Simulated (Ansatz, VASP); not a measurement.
**Two plane-wave programs on AlRu**

File INCAR:

```
PREC = Accurate ; ENCUT = 520
EDIFF = 1E-7 ; ISMEAR = 0
SIGMA = 0.1 ; LREAL = False
LASPH = True ; NELM = 100
ALGO = Normal ; ISIF = 2
LWAVE = False ; LCHARG = False
GGA = PE ; NBANDS = 16
```

The input KPOINTS:

```
regular mesh
0
Gamma
  14 14 14
```

The input POSCAR:

```
AlRu
1.0
    2.9111146102      0.0000000000      0.0000000000
    0.0000000000      2.9111146102      0.0000000000
    0.0000000000      0.0000000000      2.9111146102
Al Ru
1 1
Direct
    0.0000000000      0.0000000000      0.0000000000
    0.5000000000      0.5000000000      0.5000000000
```

Input for Ansatz:

```yaml
crystal:
  lattice:
    - [2.9111146102, 0.0, 0.0]
    - [0.0, 2.9111146102, 0.0]
    - [0.0, 0.0, 2.9111146102]
  atoms:
    - { symbol: Al, position: [0.0, 0.0, 0.0] }
    - { symbol: Ru, position: [0.5, 0.5, 0.5] }
basis:
  ecutwfc: 420
kpoints:
  mp_grid: { grid: [14, 14, 14] }
hamiltonian:
  xc: pbe
scf:
  occupations: { method: gaussian, width: 0.1 }
output:
  forces: true
  stress: true
  eigenvalues: true
```

Alike in both runs: task single point; functional PBE; k mesh 14 × 14 × 14; occupations gaussian, width 0.1 eV; no spin polarisation.

|  | VASP | Ansatz |
| --- | --- | --- |
| version | VASP 6.6.1 | Ansatz 0.2.0 |
| potentials or method | VASP PAW PBE potentials, release 64 (Al, Ru_pv) | scalar-relativistic, plane waves, PAW |
| plane-wave cutoff (eV) | 520 | 420 |
| valence electrons in the cell | 17 | 19 |

```csv
,VASP,Ansatz,Ansatz less VASP
gap on the k mesh at the Fermi level (eV),none,none,-
pressure (GPa),23.6,23.6,-0.03
```

A gap of «none» marks a metal or a gap that the smearing closes. The two sets of potentials don't hold the same shells in valence.

Caveats: so large a pressure means that the cell lies far from this level's equilibrium, or that cutoff or potentials fall short (VASP).
